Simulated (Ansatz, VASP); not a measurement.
Given: the input of a run of VASP 6.6.1 on HfO2.

The input INCAR:

```
PREC = Accurate ; ENCUT = 520
EDIFF = 1E-6 ; ISMEAR = -1
SIGMA = 0.05 ; LREAL = False
LASPH = True ; NELM = 100
ALGO = Normal ; ISIF = 2
LWAVE = False ; LCHARG = True
LELF = True ; LVHAR = True
NBANDS = 18
```

KPOINTS

```
regular mesh
0
Gamma
  9 9 9
```

POSCAR

```
HfO2
1.0
    0.0000000000      2.5052914730      2.5052914730
    2.5052914730      0.0000000000      2.5052914730
    2.5052914730      2.5052914730      0.0000000000
Hf O
1 2
Direct
    0.0000000000      0.0000000000      0.0000000000
    0.7500000000      0.7500000000      0.7500000000
    0.2500000000      0.2500000000      0.2500000000
```

Potentials or basis: VASP PAW LDA potentials, release 64 (Hf_pv, O).

Launch:

```console
$ cat potpaw_LDA.64/Hf_pv/POTCAR potpaw_LDA.64/O/POTCAR > POTCAR
$ mpirun -np 1 vasp_std > vasp.out
```

Problem. Translate it to Ansatz 0.2.0. Potentials there: all-electron LAPW, scalar-relativistic.

Solution. As run (the cutoff follows the program's own potentials):

input.yaml

```yaml
crystal:
  lattice:
    - [0.0, 2.505291473, 2.505291473]
    - [2.505291473, 0.0, 2.505291473]
    - [2.505291473, 2.505291473, 0.0]
  atoms:
    - { symbol: Hf, position: [0.0, 0.0, 0.0] }
    - { symbol: O, position: [0.75, 0.75, 0.75] }
    - { symbol: O, position: [0.25, 0.25, 0.25] }
kpoints:
  mp_grid: { grid: [9, 9, 9] }
scf:
  occupations: { method: fermi_dirac, width: 0.05 }
hamiltonian:
  xc: lda
  pseudopotentials: { kind: all_electron, lapw: { basis_error: 0.002 } }
output:
  forces: true
  stress: true
  eigenvalues: true
```

Potentials or basis: all-electron LAPW, scalar-relativistic.

Launch:

```console
$ ansatz run input.yaml --threads 2 --pin off --max-ram 6144MiB --backend cpu --events-out ev --progress --plain --runs-dir out
```

Both were run:

|  | VASP | Ansatz | Ansatz less VASP |
| --- | --- | --- | --- |
| gap on the k mesh at the Fermi level (eV) | 3.81 | 3.76 | -0.043 |
| least direct gap on the mesh (eV) | 3.93 | 3.89 | -0.041 |
| pressure (GPa) | -4.8 | -1.4 | +3.34 |

Ansatz ran all-electron here, so the differences hold the error of VASP's frozen core and of both bases.

Caveats: spin-orbit coupling is left out, which moves the levels of the heavy elements; an odd mesh through Γ misses points on the zone boundary, where band edges often lie.
